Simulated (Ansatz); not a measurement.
# NaCl: the cost of one run

Method: DFT PBE, scalar-relativistic, plane waves, PAW, in Ansatz 0.2.0.

2 further runs of the same task are left out: 2 set aside as unsound or not needed.

## (1) The system as given

Symmetry: Fm-3m, No. 225, cubic system. Conventional cell: a = 5.694 Å, b = 5.694 Å, c = 5.694 Å, α = 90.00°, β = 90.00°, γ = 90.00°. Around Na (site symmetry m-3m) lie 6 Cl at 2.85 Å. Around Cl (site symmetry m-3m) lie 6 Na at 2.85 Å.

As a file:

```
Na Cl
1.0
     0.00000    2.84709    2.84709
     2.84709    0.00000    2.84709
     2.84709    2.84709    0.00000
Na Cl
1 1
Direct
  0.00000 0.00000 0.00000
  0.50000 0.50000 0.50000
```

It is the result of an earlier relaxation at this level (volume 23.08 Å³/atom; gap on the mesh: 5.00 eV).

Its energy, with the smearing taken to zero, is -2569.5550 eV for the 2-atom cell on a 8×8×8 mesh; differences below count from it.

## (2) Cell: atoms packed at random at 1.08 times the crystal's volume

5 Na, 5 Cl were thrown into a skewed cell at random, at 1.08 times a reference volume of the solid, and pushed apart as soft spheres.

The cell holds 5 Na, 5 Cl: a = 6.550 Å, b = 6.187 Å, c = 6.168 Å, α = 88.49°, β = 88.64°, γ = 93.76°.

## (3) Relaxing on a coarse mesh

A cheap relaxation: coarse mesh, no symmetry, loose thresholds.

Contents of input.yaml:

```yaml
crystal:
  lattice:
    - [6.546378, -0.209126, 0.076882]
    - [-0.209126, 6.18294, 0.082533]
    - [0.076882, 0.082533, 6.166635]
  atoms:
    - { symbol: Na, position: [0.5575697423, 0.1903580554, 0.4631083387] }
    - { symbol: Na, position: [0.3573422555, 0.9392523578, 0.9408217571] }
    - { symbol: Na, position: [0.0064400052, 0.993898083, 0.6020000497] }
    - { symbol: Na, position: [0.6079627701, 0.5224242815, 0.8999651803] }
    - { symbol: Na, position: [0.1529194384, 0.5755678504, 0.3637972708] }
    - { symbol: Cl, position: [0.6356477233, 0.6353682552, 0.4437131523] }
    - { symbol: Cl, position: [0.1355385497, 0.150006405, 0.2198292045] }
    - { symbol: Cl, position: [0.7888318509, 0.1430704598, 0.9106951991] }
    - { symbol: Cl, position: [0.2263132049, 0.3219128543, 0.7878952235] }
    - { symbol: Cl, position: [0.9949471744, 0.6793983552, 0.9802160533] }
  symmetry: { detect: false }
basis:
  ecutwfc: 420
kpoints:
  mp_grid: { grid: [1, 1, 1], shift: [0.25, 0.25, 0.25] }
hamiltonian:
  xc: pbe
scf:
  occupations: { method: gaussian, width: 0.1 }
  lower_state_search: "off"
output:
  forces: true
  stress: true
  eigenvalues: true
relax:
  adjacent_minimum: "off"
  f_tol: 0.04
  max_steps: 70
  cell: { stress_tol: 0.3 }
```

Command:

```sh
$ ansatz run input.yaml --threads 2 --pin off --max-ram 4096MiB --backend cpu --events-out ev --progress --plain --runs-dir out
```

**Question.** How long does this run take on 2 threads of Intel Xeon Platinum 8488C (Sapphire Rapids), shared host, and how much memory does it need?

About 55 s, with a peak of 0.45 GiB.
